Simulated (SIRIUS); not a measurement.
**Al: equation of state with PBE**

The system is Al.

```
Al
1.0
    -1.40632    1.88574    1.66382
     1.50253   -1.68376    1.55804
     2.60554    3.26620    0.29819
Al
2
Direct
  0.00633 0.00461 0.00702
  0.49367 0.49539 0.49298
```

This isn't the form of Al at room conditions, which is fcc.

```yaml
Program: SIRIUS 7.10.0
Task: equation of state
Functional: PBE
Potentials_or_basis: PseudoDojo 0.4.1 PBE standard (scalar relativistic)
Cutoff: 557 eV
Density_cutoff: 2229 eV
k_mesh: 10 × 10 × 7
Occupations: fermi-dirac, width 0.05 eV
Spin: no spin polarisation
```

```json
{
  "Equilibrium volume": "17.54 Å³/atom (rough: see the caveat)",
  "Bulk modulus at fixed shape and positions": "71 GPa (rough)"
}
```

Energy against volume, from the lowest point:
| volume (Å³/atom) | energy (meV/atom) |
| --- | --- |
| 14.165 | 170.64 |
| 14.466 | 129.28 |
| 14.767 | 93.73 |
| 15.069 | 63.48 |
| 15.370 | 38.06 |
| 15.672 | 17.04 |
| 15.973 | 0.00 |

All runs of the series together: 6.4 min on 1 thread of Arm Neoverse V1, with other jobs on the host.

Caveat: the minimum lies outside the volumes run; the cell was scaled at fixed shape and fractional positions, which overstates the stiffness of a crystal with free parameters, most of all of layers and chains.
